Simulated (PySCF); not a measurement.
# C3H4N2: the cost of one run

The runs use PySCF 2.14.0; levels as typed in each script, gas phase, geometry from GFN2-xTB.

## 1. Where the work starts

SMILES `c1c[nH]cn1`, 9 atoms, charge 0, spin multiplicity 1.

Bond lengths: C1–C2 1.364 Å, C1–N5 1.359 Å, C1–H6 1.071 Å, C2–N3 1.367 Å, C2–H7 1.070 Å, N3–C4 1.355 Å, N3–H8 1.007 Å, C4–N5 1.301 Å, C4–H9 1.072 Å. Angles: C2–C1–N5 110.1°, C2–C1–H6 129.0°, N5–C1–H6 120.9°, C1–C2–N3 105.6°, C1–C2–H7 132.0°, N3–C2–H7 122.4°, C2–N3–C4 106.6°, C2–N3–H8 126.2°, C4–N3–H8 127.2°, N3–C4–N5 111.8°, N3–C4–H9 123.2°, N5–C4–H9 125.0°, C1–N5–C4 105.8°.

Geometry (Å):

```
C     1.15910    0.12079    0.00000
C     0.45674   -1.04883    0.00000
N    -0.86110   -0.68664    0.00000
C    -0.89126    0.66809    0.00000
N     0.30579    1.17808    0.00000
H     2.21971    0.27022    0.00000
H     0.76993   -2.07229    0.00000
H    -1.64914   -1.31300    0.00000
H    -1.80082    1.23467    0.00000
```

## 2. Stretching a bond (def2-svp)

input.py

```python
import numpy as np
from pyscf import gto, scf, mcscf

mol = gto.M(atom='''
C      1.15910     0.12079     0.00000
C      0.45674    -1.04883     0.00000
N     -0.86110    -0.68664     0.00000
C     -0.89126     0.66809     0.00000
N      0.30579     1.17808     0.00000
H      2.21971     0.27022     0.00000
H      0.76993    -2.07229     0.00000
H     -1.64914    -1.31300     0.00000
H     -1.80082     1.23467     0.00000
''', basis='def2-svp', charge=0, spin=0, verbose=4)
# stretch the bond between atoms 2 and 7, from long to short, fragments rigid
a, b, move = 1, 6, [6]
xyz = mol.atom_coords(unit='Angstrom')
u = xyz[b] - xyz[a]
r0 = np.linalg.norm(u)
rows, last, dm_u = [], None, None
for r in [3.0, 2.35, 1.93, 1.66, 1.44, 1.28, 1.18, 1.07, 0.98]:
    new = xyz.copy()
    new[move] += u / r0 * (r - r0)
    m = mol.set_geom_(new, unit='Angstrom', inplace=False)
    rhf = scf.RHF(m).density_fit(auxbasis='def2-universal-jkfit').run()
    uhf = scf.UHF(m).density_fit(auxbasis='def2-universal-jkfit').newton()
    if dm_u is None:
        c = rhf.mo_coeff
        h = m.nelectron // 2 - 1
        ca, cb = c.copy(), c.copy()
        ca[:, h], cb[:, h] = (c[:, h] + c[:, h + 1]) / 2**.5, (c[:, h] - c[:, h + 1]) / 2**.5
        dm_u = np.array([x[:, :h + 1] @ x[:, :h + 1].T for x in (ca, cb)])
    uhf.kernel(dm0=dm_u)
    for _ in range(3):
        c, _, stable, _ = uhf.stability(return_status=True)
        if stable:
            break
        uhf.kernel(c, uhf.mo_occ)
    dm_u = uhf.make_rdm1()
    mc = mcscf.CASSCF(rhf, 2, 2)
    mc.natorb = True
    mc.fix_spin_(ss=0)
    guess = mcscf.addons.make_natural_orbitals(uhf)[1] if last is None else mcscf.project_init_guess(mc, last.mo_coeff, last.mol)
    mc.kernel(guess)
    last = mc
    act = slice(mc.ncore, mc.ncore + mc.ncas)
    print('r %.3f  RHF %.6f  UHF %.6f  <S^2> %.3f  CASSCF %.6f  occupations' % (r, rhf.e_tot, uhf.e_tot, uhf.spin_square()[0], mc.e_tot), mc.mo_occ[act].round(4))
    rows.append((new, rhf.e_tot, uhf.e_tot, uhf.spin_square()[0], mc.e_tot, mc.mo_occ[act], mc.mo_coeff[:, act], dm_u[0] - dm_u[1], rhf.converged and uhf.converged and mc.converged))
    np.savez('result.npz', **{k: [row[i] for row in rows] for i, k in enumerate('xyz rhf uhf s2 cas occ c spin ok'.split())})
```

Launch:

```bash
OMP_NUM_THREADS=1 python input.py
```

**Question.** How long does this run take on 1 thread of Arm Neoverse V1, shared host, and how much memory does it need?

About 5 min, with a peak of 0.23 GiB.
